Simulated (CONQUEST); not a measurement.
# SnO2 (Pnnm) in CONQUEST: reference runs

Reference runs on SnO2: the cell as given and a disturbed copy.

All numbers are computed with CONQUEST 1.3; they aren't measurements. Logs are shortened: lines on timing, memory, paths and dates and some standing lists are left out, and cuts for length are marked.

### 1 The crystal as given

Symmetry: Pnnm, No. 58, orthorhombic system. The conventional cell has a = 4.788 Å, b = 4.867 Å, c = 3.241 Å, α = 90.00°, β = 90.00°, γ = 90.00°. Sn (site symmetry 2/m) has 6 O at 2.09 to 2.10 Å as nearest neighbours. O (site symmetry m) has 3 Sn at 2.09 to 2.10 Å as nearest neighbours.

The cell is a database's computed one.

### 2 Single point, PBEsol

The input, Conquest_input:

```
IO.Title SnO2
IO.Coordinates coords.dat
IO.FractionalAtomicCoords T
IO.Iprint 2
IO.Iprint_init 1
General.NumberOfSpecies 2
General.PseudopotentialType hamann
AtomMove.TypeOfRun static
AtomMove.FullStress T
Grid.GridCutoff 150
DM.SolutionMethod diagon
Diag.MPMesh T
Diag.GammaCentred T
Diag.MPMeshX 8
Diag.MPMeshY 6
Diag.MPMeshZ 6
Diag.kT 0.00183747
minE.SCTolerance 1e-6
SC.MaxIters 100
IO.AtomChargeOutput T
IO.DumpChargeDensity T
IO.DumpESPot T
%block ChemicalSpeciesLabel
1 118.710 Sn
2 16.000 O
%endblock
```

The input, coords.dat:

```
    6.1244096178     0.0000000000     0.0000000000
    0.0000000000     9.0480162436     0.0000000000
    0.0000000000     0.0000000000     9.1965071430
6
  0.0000000000   0.0000000000   0.0000000000 1 T T T
  0.5000000000   0.5000000000   0.5000000000 1 T T T
  0.0000000000   0.7081450000   0.6789580000 2 T T T
  0.5000000000   0.2081450000   0.8210420000 2 T T T
  0.5000000000   0.7918550000   0.1789580000 2 T T T
  0.0000000000   0.2918550000   0.3210420000 2 T T T
```

Potentials or basis: PseudoDojo NC PBEsol, DZP, grid cutoff 150 Ha.

Run with:

```sh
> OMP_NUM_THREADS=1 Conquest
```

Log:

```text
Simulation cell dimensions:     6.1244 a0 x     9.0480 a0 x     9.1965 a0

      Atomic coordinates (a0)
         Atom         X         Y         Z  Species
            1    0.0000    0.0000    0.0000        1
            2    3.0622    4.5240    4.5983        1
            3    0.0000    6.4073    6.2440        2
            4    3.0622    1.8833    7.5507        2
            5    3.0622    7.1647    1.6458        2
            6    0.0000    2.6407    2.9525        2

         Monkhorst-Pack mesh:   8 x   6 x   6 gamma-centred
        This calculation includes non-local pseudopotentials,
         with a maximum core radius of      7.49378415

    Job title: SnO2
    Job to be run: static calculation

[... 5 lines left out ...]
      Using Fermi-Dirac smearing

    Integration grid size:     36 x   60 x   60

    Integration grid spacing:  0.170 a0 x 0.151 a0 x 0.153 a0

    Number of species:  2
    --------------------------------------------------------
    |   #  mass (au)  Charge (e)  SF Rad (a0)  NSF  Label  |
    --------------------------------------------------------
    |   1    118.710      14.000        7.826   18  Sn     |
    |   2     16.000       6.000        5.104   13  O      |
    --------------------------------------------------------
          SCF tolerance:                 0.00000100
          SCF iterations:               100

    LibXC version:  6. 2. 2
    Using the GGA functional Perdew, Burke & Ernzerhof SOL
    Using the GGA functional Perdew, Burke & Ernzerhof SOL

           radial cut-off to be used is taken to be max PAO cut-off radius for this species:    7.493784

           greatest ang. mom. for making density from PAOs:  2

           radial cut-off to be used is taken to be max PAO cut-off radius for this species:    4.856058

           greatest ang. mom. for making density from PAOs:  2
    Minimum blocs/proc is     2025. Maximum blocs/proc is     2025
    set_atom_dens: In set_atomic_density, electrons :      52.000000000000
 matrix_size & matrix_size_padH =           88          88

    Screened ion int: energy:    -170.572968202667 Ha

    new_SC_potl: Starting.  Tolerance:  0.10000E-05

    PulayMixSC: Starting Pulay mixing, A_up =  0.500 A_dn =  0.500
    PulayMixSC: Spin non-polarised calculation.
          Harris-Foulkes Energy            :      -223.360222874511209 Ha
          (TS=0 as O(N) or entropic contribution is negligible)
          DFT Total Energy                 :      -222.860577936261052 Ha
          Total number of electrons        :        52.000000000000092
    PulayMixSC: Pulay iteration     1 residual:              0.64720E-02
          Harris-Foulkes Energy            :      -223.200005473703698 Ha
          GroundState Energy (E-(1/2)TS)   :      -223.200011742065470 Ha
          Free Energy (E-TS)               :      -223.200018010427215 Ha
          DFT Total Energy                 :      -223.109656299376098 Ha
          Total number of electrons        :        52.000011899127664
    PulayMixSC: Pulay iteration     2 residual:              0.38563E-02
          Harris-Foulkes Energy            :      -223.168224615049496 Ha
          GroundState Energy (E-(1/2)TS)   :      -223.168224988646074 Ha
          Free Energy (E-TS)               :      -223.168225362242680 Ha
          DFT Total Energy                 :      -223.166005144159016 Ha
          Total number of electrons        :        52.000016346083967
    PulayMixSC: Pulay iteration     3 residual:              0.10778E-02
          Harris-Foulkes Energy            :      -223.166536698183251 Ha
          GroundState Energy (E-(1/2)TS)   :      -223.166537822681619 Ha
          Free Energy (E-TS)               :      -223.166538947180015 Ha
          DFT Total Energy                 :      -223.166439382068432 Ha
          Total number of electrons        :        52.000024379981951
    PulayMixSC: Pulay iteration     4 residual:              0.75502E-04
          Harris-Foulkes Energy            :      -223.166473075068154 Ha
          GroundState Energy (E-(1/2)TS)   :      -223.166473923113784 Ha
          Free Energy (E-TS)               :      -223.166474771159386 Ha
          DFT Total Energy                 :      -223.166468425700089 Ha
          Total number of electrons        :        52.000023144103039
    PulayMixSC: Pulay iteration     5 residual:              0.26637E-04
          Harris-Foulkes Energy            :      -223.166471936992082 Ha
          GroundState Energy (E-(1/2)TS)   :      -223.166472844453267 Ha
          Free Energy (E-TS)               :      -223.166473751914481 Ha
          DFT Total Energy                 :      -223.166471098242823 Ha
          Total number of electrons        :        52.000024041496040
    PulayMixSC: Pulay iteration     6 residual:              0.93039E-05
          Harris-Foulkes Energy            :      -223.166471864457719 Ha
          GroundState Energy (E-(1/2)TS)   :      -223.166472750074149 Ha
          Free Energy (E-TS)               :      -223.166473635690551 Ha
          DFT Total Energy                 :      -223.166471863664697 Ha
          Total number of electrons        :        52.000024883612049
    PulayMixSC: Pulay iteration     7 residual:              0.54476E-06
    PulayMixSC: Reached SCF tolerance of  0.54476E-06 after      7 iterations
      | Number of electrons      =        52.000025
      |* band energy as 2Tr[K.H] =       -36.119259902026258 Ha
      |  screened ion-ion energy =      -170.572968202666999 Ha
      |  Ha correction           =        -0.029040695335895 Ha
      |  XC correction           =       -16.445186108723245 Ha
      | GS Energy as E-(1/2)TS   =      -223.166472750074149 Ha
      | Free Energy as E-TS      =      -223.166473635690551 Ha
      |* Harris-Foulkes energy   =      -223.166471864457719 Ha
      |* DFT total energy        =      -223.166471863664697 Ha
      |  estimated accuracy      =        -0.000000000793023 Ha

    force: Forces on atoms (Ha/a0)
    force:  Atom   X              Y              Z
    force:     1  -0.0000000000   0.0000000000   0.0000000000
    force:     2  -0.0000000000  -0.0000000000  -0.0000000000
    force:     3  -0.0000000000  -0.0018637128  -0.0008865618
    force:     4  -0.0000000000  -0.0018637128   0.0008865618
    force:     5   0.0000000000   0.0018637128  -0.0008865618
    force:     6   0.0000000000   0.0018637128   0.0008865618

    force: Maximum force :        0.00186371(Ha/a0) on atom         3 in y direction
    force: Force Residual:        0.00168511 Ha/a0
    force: Total stress:         -1.07435742     0.00000000     0.00000000 GPa
                             0.00000000     1.34437436     0.00000000
                             0.00000000     0.00000000     1.60151833
    force: Average pressure:     -0.62384509 GPa

    force: Finished force
    get_E_and_F: Change in energy during last step of electronic optimisation:  0.72534E-07

    BIBLIOGRAPHY: Please consider citing the following references in the conquest.bib file

    CONQUEST:         Bowler2002pt, Miyazaki2004, Nakata2020
    Basis:            Bowler2019
    DM:               Bowler:2006xr
    Pseudopotentials: Hamann2013, Bowler2019
    XC references from LibXC:
```

Wall time 3.1 min (1 thread of AMD EPYC 7R43 (Zen 3), shared host); peak memory 1 GiB.

What came out:

```
Free energy            : -6072.6691 eV
Pressure               : -0.6 GPa
Largest force          : 0.106 eV/Å
Band gap on the k mesh : 0.55 eV, indirect (least direct gap 0.56 eV)
Mulliken charges       : Sn +1.78; O -0.89 e
```

Forces in eV/Å, atoms in the order of the input:
```
Sn   0.000  0.000  0.000
Sn   0.000  0.000  0.000
O    0.000 -0.096 -0.046
O    0.000 -0.096  0.046
O    0.000  0.096 -0.046
O    0.000  0.096  0.046
```

Caveat: Mulliken charges move with the basis; spin-orbit coupling is left out, which moves the levels of the heavy elements; the basis of atomic orbitals isn't converged, which shifts pressures, moduli and gaps. As with any semilocal functional, this PBEsol gap is likely too small.

### 3 Single point, PBEsol (atoms moved at random, drawn with an rms of 0.05 Å)

Changes to Conquest_input since step 2:

```diff
@@ -20,4 +20,2 @@
 IO.AtomChargeOutput T
-IO.DumpChargeDensity T
-IO.DumpESPot T
 %block ChemicalSpeciesLabel
```

The input, coords.dat:

```
    6.1244096178     0.0000000000     0.0000000000
    0.0000000000     9.0480162436     0.0000000000
    0.0000000000     0.0000000000     9.1965071430
6
  0.9910420000   0.9984220000   0.9996470000 1 T T T
  0.4955930000   0.5046400000   0.5074660000 1 T T T
  0.9924510000   0.7005100000   0.6738550000 2 T T T
  0.4919440000   0.2030960000   0.8186260000 2 T T T
  0.4894110000   0.7901310000   0.1781090000 2 T T T
  0.9923730000   0.2906530000   0.3197150000 2 T T T
```

Potentials or basis: PseudoDojo NC PBEsol, DZP, grid cutoff 150 Ha.

Run with:

```sh
> OMP_NUM_THREADS=1 Conquest
```

It took 3.8 min on 1 thread of AMD EPYC 7R43 (Zen 3), shared host; peak memory 1 GiB.

The run converged. Its results:

```yaml
Pressure: 0.1 GPa
Band_gap_on_the_k_mesh: 0.51 eV, direct
Mulliken_charges: Sn +1.77, +1.79; O -0.92, -0.89, -0.87 e
```

Stress tensor (GPa, compression positive):
```
 2.32 -0.01  0.19
-0.01 -0.70  0.02
 0.19  0.02 -1.35
```

Levels at points of the mesh, in eV from the valence-band top:
```tsv
k point	band 23	band 24	band 25	band 26	band 27	band 28	band 29	band 30
(0.00, 0.00, 0.00)	-1.21	-0.65	-0.59	0.00	0.51	5.28	5.94	6.08
(0.00, 0.00, 0.50)	-1.33	-1.11	-0.74	-0.43	3.68	3.77	6.84	6.96
(0.00, 0.50, 0.00)	-1.33	-1.13	-0.58	-0.33	3.53	3.62	6.46	6.51
(0.00, 0.50, 0.50)	-1.41	-1.31	-0.78	-0.72	3.93	4.06	7.01	7.04
(0.50, 0.00, 0.00)	-1.56	-1.46	-1.09	-0.97	5.35	5.54	9.24	9.47
(0.50, 0.00, 0.50)	-1.02	-1.00	-0.74	-0.66	5.48	5.68	7.35	7.45
(0.50, 0.50, 0.00)	-0.95	-0.90	-0.75	-0.64	5.57	5.76	7.59	7.64
(0.50, 0.50, 0.50)	-1.01	-0.88	-0.65	-0.50	4.14	4.28	8.56	8.64
```

Caveat: Mulliken charges move with the basis; the real-space grid is too coarse here: the forces don't sum to zero and aren't listed, and the energy moves when atoms move against the grid; spin-orbit coupling is left out, which moves the levels of the heavy elements; the basis of atomic orbitals isn't converged, which shifts pressures, moduli and gaps.
